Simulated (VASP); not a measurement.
# ZnS (P6_3mc) in VASP: further runs, part 2 of 2

VASP 6.6.1. The steps go on from the part before.

**5. Relaxation of cell and atoms, PBEsol**

This run uses another cell than the first one, of 19.60 Å³/atom.

INCAR

```
SYSTEM = ZnS
ALGO     = Normal         ! electronic algorithm
EDIFF    = 1E-6           ! SCF threshold, eV
EDIFFG   = -0.005         ! ionic threshold
ENCUT    = 600            ! plane-wave cutoff, eV
GGA      = PS             ! functional
IBRION   = 2              ! ionic algorithm
ISIF     = 3              ! what is computed and relaxed
ISMEAR   = 0              ! smearing method
LASPH    = .TRUE.         ! aspherical terms in the spheres
LCHARG   = .FALSE.        ! write CHGCAR
LREAL    = .FALSE.        ! projectors in reciprocal space
LWAVE    = .FALSE.        ! write WAVECAR
NELM     = 80             ! most SCF steps
NSW      = 100            ! ionic steps
PREC     = Accurate       ! precision mode
SIGMA    = 0.02           ! smearing width, eV
```

KPOINTS

```
k-points
0
G
  12 12 6
  0 0 0
```

POSCAR

```
ZnS
1.0
    3.8110000000      0.0000000000      0.0000000000
   -1.9055000000      3.3004228138      0.0000000000
    0.0000000000      0.0000000000      6.2340000000
Zn S
2 2
Direct
    0.3333333333      0.6666666667      0.0000000000
    0.6666666667      0.3333333333      0.5000000000
    0.3333333333      0.6666666667      0.3850000000
    0.6666666667      0.3333333333      0.8850000000
```

Potentials or basis: VASP PAW PBE potentials, release 64 (Zn, S).

Launch:

```
cat potpaw_PBE.64/Zn/POTCAR potpaw_PBE.64/S/POTCAR > POTCAR
mpirun -np 1 vasp_std > vasp.out
```

OUTCAR:

```text
SYSTEM = ZnS
   EDIFF = 1E-6
   EDIFFG = -0.005
   ENCUT = 600
   GGA = PS
   IBRION = 2
   ISIF = 3
   ISMEAR = 0
   LASPH = .TRUE.
   LREAL = .FALSE.
   NELM = 80
   NSW = 100
   PREC = Accurate

 ion  position               nearest neighbor table
   1  0.333  0.667  0.000-   4 2.31   4 2.31   4 2.31   3 2.40
   2  0.667  0.333  0.500-   3 2.31   3 2.31   3 2.31   4 2.40
   3  0.333  0.667  0.385-   2 2.31   2 2.31   2 2.31   1 2.40
   4  0.667  0.333  0.885-   1 2.31   1 2.31   1 2.31   2 2.40

  LATTYP: Found a hexagonal cell.
 ALAT       =     3.8110000000
 C/A-ratio  =     1.6357911309

  Lattice vectors:

 A1 = (   3.8110000000,   0.0000000000,   0.0000000000)
 A2 = (  -1.9055000000,   3.3004228138,   0.0000000000)
 A3 = (   0.0000000000,   0.0000000000,   6.2340000000)

Analysis of symmetry for initial positions (statically):
=====================================================================
 Subroutine PRICEL returns:
 Original cell was already a primitive cell.

 Routine SETGRP: Setting up the symmetry group for a
 hexagonal supercell.

 Subroutine GETGRP returns: Found 12 space group operations
[... 177 lines left out ...]
  Direction    XX          YY          ZZ          XY          YZ          ZX
  --------------------------------------------------------------------------------------
  -------------------------------------------------------------------------------------
  Total       -0.2475973     -0.2475973     -1.1493538      0.0000000      0.0000000      0.0000000
  in kB       -5.0591929     -5.0591929    -23.4849152      0.0000000      0.0000000      0.0000000
  external PRESSURE =     -11.2011004 kB  Pullay stress =       0.0000000 kB
[... 291 lines left out ...]
--------------------------------------- Ionic step        9  -------------------------------------------

 number of electron      35.9999995 magnetization

 Free energy of the ion-electron system (eV)
  ---------------------------------------------------
  ext. energy  EPLUGINS =         0.00000000
  ---------------------------------------------------
  free energy    TOTEN  =       -15.16813507 eV

  energy without entropy =      -15.16813507  energy(sigma->0) =      -15.16813507

 E-fermi :   2.3873     XC(G=0):  -9.9517

 val. band max:        2.2529954909   @ k =   0.0000   0.0000   0.0000
 cond. band min:       4.4027525261   @ k =   0.0000   0.0000   0.0000
 fundamental gap:      2.1497570352
 Fermi energy:         2.3873384831

 k-point     1 :       0.0000    0.0000    0.0000
  band No.  band energies     occupation
      1     -11.0955      2.00000
      2     -10.1039      2.00000
      3      -4.2247      2.00000
      4      -4.2083      2.00000
      5      -4.2083      2.00000
      6      -4.1231      2.00000
[... 589 lines left out ...]
     21       8.0132      0.00000
     22       8.4729      0.00000

 [... further k-points ...]

------------------------ aborting loop because EDIFF is reached ----------------------------------------

  FORCE on cell =-STRESS in cart. coord.  units (eV):
  Direction    XX          YY          ZZ          XY          YZ          ZX
  --------------------------------------------------------------------------------------
  -------------------------------------------------------------------------------------
  Total       -0.0025485     -0.0025485     -0.0041110      0.0000000      0.0000000      0.0000000
  in kB       -0.0529592     -0.0529592     -0.0854279      0.0000000      0.0000000      0.0000000
  external PRESSURE =      -0.0637821 kB  Pullay stress =       0.0000000 kB
[... 19 lines left out ...]
  FREE ENERGIE OF THE ION-ELECTRON SYSTEM (eV)
  ---------------------------------------------------
  free  energy   TOTEN  =       -15.1681350739 eV

  energy  without entropy=      -15.1681350739  energy(sigma->0) =      -15.16813507

 reached required accuracy - stopping structural energy minimisation
```

OSZICAR:

```text
N       E                     dE             d eps       ncg     rms          rms(c)
DAV:   1     0.247395207316E+03    0.24740E+03   -0.19019E+04  3344   0.217E+03
DAV:   2     0.848500427586E+01   -0.23891E+03   -0.23334E+03  3454   0.402E+02
DAV:   3    -0.153494118295E+02   -0.23834E+02   -0.23601E+02  4004   0.125E+02
DAV:   4    -0.159465909922E+02   -0.59718E+00   -0.59642E+00  3986   0.203E+01
[... 71 lines left out ...]
       N       E                     dE             d eps       ncg     rms          rms(c)
DAV:   1    -0.151681451769E+02   -0.10539E-04   -0.33391E-04  3506   0.174E-01    0.225E-02
DAV:   2    -0.151681380046E+02    0.71723E-05   -0.32126E-05  4110   0.111E-01    0.116E-02
DAV:   3    -0.151681354761E+02    0.25285E-05   -0.36571E-06  3284   0.229E-02    0.520E-03
DAV:   4    -0.151681350739E+02    0.40220E-06   -0.13797E-06  1738   0.113E-02
   9 F= -.15168135E+02 E0= -.15168135E+02  d E =-.148876E-02
```

Wall time 18 min (1 thread of Intel Xeon 8259CL, shared host); peak memory 0.31 GiB.

Results:

| Quantity | Value |
| --- | --- |
| Free energy | -15.1681 eV |
| Relaxed volume | 19.28 Å³/atom |
| Relaxed cell | a = 3.785 Å, b = 3.785 Å, c = 6.213 Å, α = 90.00°, β = 90.00°, γ = 120.00° |
| Space group after relaxing (to 0.1 Å) | P6_3mc (No. 186) |
| Energy gained by relaxing | 6.5 meV/atom |
| Ionic steps | 9 |
| Pressure after relaxing | 0.0 GPa |
| Band gap on the k mesh | 2.15 eV |

Step by step:
```tsv
step	energy change (eV)	largest force (eV/Å)	pressure (GPa)	volume (Å³)
1	0.0000	0.3086	-1.12	78.41
2	-0.0199	0.1199	0.27	76.86
3	-0.0200	0.1018	0.36	76.75
4	-0.0232	0.0452	0.03	77.06
5	-0.0242	0.0027	-0.20	77.29
6	-0.0244	0.0152	-0.32	77.38
7	-0.0258	0.0008	0.07	77.09
8	-0.0258	0.0005	-0.05	77.11
9	-0.0258	0.0001	-0.01	77.10
```

Final structure:
```
CELL_PARAMETERS angstrom
3.78526 0.00000 0.00000
-1.89263 3.27813 0.00000
0.00000 0.00000 6.21345
ATOMIC_POSITIONS crystal
Zn 0.33333 0.66667 0.00542
Zn 0.66667 0.33333 0.50542
S 0.33333 0.66667 0.37958
S 0.66667 0.33333 0.87958
```

Levels at points of the mesh, in eV from the valence-band top:
| k point | band 15 | band 16 | band 17 | band 18 | band 19 | band 20 | band 21 | band 22 |
| --- | --- | --- | --- | --- | --- | --- | --- | --- |
| (0.00, 0.00, 0.00) | -0.93 | -0.09 | 0.00 | 0.00 | 2.15 | 3.02 | 6.21 | 6.21 |
| (0.50, 0.00, 0.00) | -3.42 | -2.34 | -1.79 | -0.92 | 3.52 | 4.20 | 4.96 | 6.80 |
| (0.00, 0.00, 0.50) | -0.49 | -0.49 | -0.49 | -0.49 | 3.50 | 3.50 | 6.67 | 6.67 |
| (0.50, 0.00, 0.50) | -1.71 | -1.71 | -1.69 | -1.69 | 3.41 | 3.41 | 5.10 | 5.10 |

Caveat: the PAW data sets were made with another functional, which shifts forces and pressure a little. As with any semilocal functional, this PBEsol gap is likely too small.

**6. Overview**

```csv
task,cell,k mesh,cutoff (eV),gap on the mesh (eV),pressure (GPa),largest force (eV/Å)
single point,"a = 3.931, b = 3.931, c = 6.524 Å, angles 90.0, 90.0, 120.0°, 4 atoms, atomic positions A",9 × 9 × 6,520,1.66,-6.4,0.43
single point,"a = 3.975, b = 3.975, c = 6.596 Å, angles 90.0, 90.0, 120.0°, 4 atoms, atomic positions A",9 × 9 × 6,520,1.52,-7.8,0.36
single point,"a = 3.782, b = 3.782, c = 6.209 Å, angles 90.0, 90.0, 120.0°, 4 atoms, atomic positions B",12 × 12 × 6,520,2.16,0.2,-
relaxation of cell and atoms,"relaxed from a = 3.811, b = 3.811, c = 6.234 Å, angles 90.0, 90.0, 120.0°, 4 atoms, atomic positions C",12 × 12 × 6,600,2.15,0.0,-
```

Alike in all rows: level PBEsol; potentials or basis VASP PAW PBE potentials, release 64 (Zn, S); no spin polarisation; smearing gaussian 0.02 eV.

Caveats: the PAW data sets were made with another functional, which shifts forces and pressure a little; the cell stands under tension (at least some runs).

Total energies depend on the potentials used, so only differences within one code and one set of settings carry meaning.

**7. Comparison with measurements**

Step 4. Against the measured gap of ZnS, 3.911 eV (direct; 4 K; a printed reference work, monograph), the calculated 2.16 eV is off by -1.75 eV. The value is that of PBEsol on a finite k mesh, which can miss the band edges, without temperature or zero-point motion. Semilocal functionals fall short of measured gaps as a rule.
